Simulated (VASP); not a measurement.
Set up this calculation in VASP 6.6.1, as the native input.

```yaml
Task: relaxation of cell and atoms
Functional: PBE
Dispersion: D3(BJ)
Potentials_or_basis: VASP PAW PBE potentials, release 64 (Sb)
Cutoff: 600 eV
k_mesh: 10 × 10 × 10
Occupations: methfessel-paxton, width 0.1 eV
Spin: no spin polarisation
Further_INCAR_settings: ALGO = Normal; EDIFF = 1e-07; IBRION = 2; EDIFFG = -0.005; NSW = 90; ISIF = 3
```

The structure of Sb lies in POSCAR:

```
Sb                                      
1.0
    2.1624919392      1.2485153032      3.6776869446
   -2.1624919392      1.2485153032      3.6776869446
    0.0000000000     -2.4970306064      3.6776869446
  Sb            
     2
Direct
     0.2365032203623230    0.2365032203623230    0.2365032203623230
     0.7634967796376770    0.7634967796376770    0.7634967796376770
```

The input as run:

INCAR

```
SYSTEM = Sb
PREC = Accurate
ENCUT = 600
EDIFF = 1E-7
ISMEAR = 1
SIGMA = 0.1
LREAL = .FALSE.
LASPH = .TRUE.
NELM = 80
ALGO = Normal
ISIF = 3
LWAVE = .FALSE.
LCHARG = .FALSE.
GGA = PE
IVDW = 12
IBRION = 2
NSW = 90
EDIFFG = -0.005
KPAR = 4
```

KPOINTS

```
regular mesh
0
G
  10 10 10
  0 0 0
```

Potentials or basis: VASP PAW PBE potentials, release 64 (Sb).

Run with:

```bash
$ cat potpaw_PBE.64/Sb/POTCAR > POTCAR
$ mpirun -np 4 vasp_std > vasp.out
```

Results of the run:

- Relaxed volume: 29.77 Å³/atom
- Relaxed cell: a = 4.444 Å, b = 4.444 Å, c = 4.444 Å, α = 58.22°, β = 58.22°, γ = 58.22°
- Space group after relaxing (to 0.05 Å): R-3m (No. 166)
- Energy gained by relaxing: 0.0 meV/atom
- Ionic steps: 2
- Pressure after relaxing: 0.0 GPa
- Band gap on the k mesh: none (metal or under the smearing width)
- Dispersion energy per atom: -0.480 eV

Caveat: pairwise dispersion overbinds metals, which lowers pressure and volume.

Run time: 10 s on 4 MPI ranks on Intel(R) Xeon(R) 6975P-C (Granite Rapids), on a shared host, peak memory 0.25 GiB a rank.
